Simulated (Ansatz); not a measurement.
Crystal: TaS2.

```
Ta S
1.0
     3.35000    0.00000    0.00000
    -1.67500    2.90119    0.00000
     0.00000    0.00000    5.86000
Ta S
1 2
Direct
  0.00000 0.00000 0.00000
  0.66667 0.33333 0.75000
  0.33333 0.66667 0.25000
```

- Program: Ansatz 0.2.0
- Task: relaxation of cell and atoms
- Functional: LDA
- Potentials or basis: Ansatz PAW
- Cutoff: 420 eV (not typed: the program's choice for these potentials)
- k mesh: 9 × 9 × 5
- Occupations: fermi-dirac, width 0.05 eV
- Spin: no spin polarisation
- Hubbard terms: Ta d U = 6 eV

At the start: volume 18.98 Å³/atom.

Question: Where does the relaxation end?

Answer: It ends after 5 steps and the volume is 18.68 Å³/atom (-1.6 %); space group P-3m1 (No. 164, to 0.05 Å).

The path:
```
step  energy change (eV)  largest force (eV/Å)  volume (Å³)
   1              0.0000                0.8957        56.95
   2             -0.0290                0.5197        54.57
   3             -0.0519                0.0132        56.13
   4             -0.0521                0.0005        56.05
   5             -0.0520                0.0003        56.05
```

Final structure:
```
Ta S
1.0
     3.34871    0.00000    0.00000
    -1.67436    2.90007    0.00000
     0.00000    0.00000    5.77102
Ta S
1 2
Direct
  0.00000 0.00000 0.00000
  0.66667 0.33333 0.73662
  0.33333 0.66667 0.26338
```

Caveat: the plane-wave basis is chosen anew once the cell has moved, so the energies of steps on either side of that aren't comparable; the PAW data sets come from PBE, with cores solved anew for the run's functional, which leaves a small shift of forces and pressure.
